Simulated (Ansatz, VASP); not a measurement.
**One calculation of W, two programs**

```xyz
1
Lattice="0.0000 2.0033 2.0033 2.0033 0.0000 2.0033 2.0033 2.0033 0.0000" Properties=species:S:1:pos:R:3 pbc="T T T"
W     0.0000    0.0000    0.0000
```

Alike in both runs: functional RPBE; k mesh 5 × 5 × 5; no spin polarisation.

Ansatz relaxed the structure, and its values are those at the end. VASP's run is a single point on that final structure, the one shown.

|  | VASP | Ansatz |
| --- | --- | --- |
| version | VASP 6.6.1 | Ansatz 0.2.0 |
| potentials or method | VASP PAW PBE potentials, release 64 (W_sv) | plane waves, PAW |
| plane-wave cutoff (eV) | 520 | 420 |
| occupations | fermi-dirac, width 0.1 eV | fermi-dirac |
| valence electrons in the cell | 14 | 14 |

|  | VASP | Ansatz | Ansatz less VASP |
| --- | --- | --- | --- |
| pressure (GPa) | 10.6 | 10.0 | -0.56 |

Caveats: the k mesh is coarse (spacing up to 0.54 Å⁻¹), so the values aren't converged; the PAW data sets were made with another functional, which shifts forces and pressure a little (VASP). Spin-orbit coupling is left out, which matters for the levels of W.
